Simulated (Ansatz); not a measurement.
AlCu under changes of volume

One of the cells (13.466 Å³/atom); the others are scaled copies at fixed shape and fractional positions:

```
Cu Al
1.0
     2.99751    0.00000    0.00000
     0.00000    2.99751    0.00000
     0.00000    0.00000    2.99751
Cu Al
1 1
Direct
  0.50000 0.50000 0.50000
  0.00000 0.00000 0.00000
```

The cell comes from a database or a generator and needn't be the stable form of this composition.

```yaml
Program: Ansatz 0.2.0
Functional: PBE0
Potentials_or_basis: Ansatz PAW
Cutoff: "420 eV (not typed: the program's choice for these potentials)"
k_mesh: 4 × 4 × 4
Occupations: fermi-dirac, width 0.05 eV
Spin: no spin polarisation
```

```tsv
volume (Å³/atom)	energy over the lowest point (meV/atom)	pressure (GPa)
12.658	10.48	6.2
12.928	2.74	3.0
13.197	0.00	0.3
13.466	?	?
13.736	7.39	-4.5
14.005	16.74	-6.4
14.274	27.96	-7.5
```

Problem. What does the run at 13.466 Å³/atom give?

Solution. Energy over the lowest point 1.75 meV/atom; pressure -2.2 GPa.

Worked out: A Birch-Murnaghan fit of order 3 (a polynomial in V^(-2/3)) to the other rows has its minimum at 13.21 Å³/atom with B0 = V·E''(V) = 129 GPa and B' = 7.0. It gives 1.90 meV/atom at 13.466 Å³/atom, against the run's 1.75, and -dE/dV = -2.3 GPa, against -2.2.

Energies are extrapolated to zero smearing.

Caveats: all runs use coarse meshes; the PAW data sets come from PBE, with cores solved anew for the run's functional, which leaves a small shift of forces and pressure; the thresholds are loose for stress.
